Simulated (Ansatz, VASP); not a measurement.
## Cu: VASP beside Ansatz

Contents of INCAR:

```
SYSTEM = Cu
  PREC = Accurate
  ENCUT = 600
  EDIFF = 1E-6
  ISMEAR = 1
  SIGMA = 0.1
  LREAL = .False.
  LASPH = .True.
  NELM = 60
  ALGO = Fast
  ISIF = 3
  LWAVE = .False.
  LCHARG = .False.
  GGA = PE
  IBRION = 2
  NSW = 80
  EDIFFG = -0.005
```

KPOINTS

```
regular mesh
0
Gamma
  20 20 20
  0 0 0
```

POSCAR

```
Cu
1.0
    0.0000000000      1.8100000000      1.8100000000
    1.8100000000      0.0000000000      1.8100000000
    1.8100000000      1.8100000000      0.0000000000
Cu
1
Direct
    0.0000000000      0.0000000000      0.0000000000
```

Input for Ansatz:

```yaml
crystal:
  lattice:
    - [0.0, 1.81, 1.81]
    - [1.81, 0.0, 1.81]
    - [1.81, 1.81, 0.0]
  atoms:
    - { symbol: Cu, position: [0.0, 0.0, 0.0] }
scf:
  occupations: { method: methfessel_paxton, width: 0.1 }
output:
  forces: true
  stress: true
  eigenvalues: true
hamiltonian:
  xc: pbe
kpoints:
  mp_grid: { grid: [20, 20, 20] }
relax:
  f_tol: 0.005
  adjacent_minimum: "off"
  cell: { stress_tol: 0.02 }
```

Alike in both runs: task relaxation of cell and atoms; functional PBE; k mesh 20 × 20 × 20; occupations methfessel-paxton of order 1, width 0.1 eV; no spin polarisation.

```csv
,VASP,Ansatz
version,VASP 6.6.1,Ansatz 0.2.0
potentials or method,"VASP PAW PBE potentials, release 64 (Cu)","scalar-relativistic, plane waves, PAW"
plane-wave cutoff (eV),600,420
valence electrons in the cell,11,19
```

|  | VASP | Ansatz | Ansatz less VASP |
| --- | --- | --- | --- |
| gap on the k mesh at the Fermi level, each at its own relaxed structure (eV) | none | none | - |
| relaxed volume (Å³/atom) | 12.00 | 11.96 | -0.049 |
| relaxed cell length with the largest relative difference (Å) | 2.570 | 2.567 | -0.0035 |

A gap of «none» marks a metal or a gap that the smearing closes. The two sets of potentials don't hold the same shells in valence.
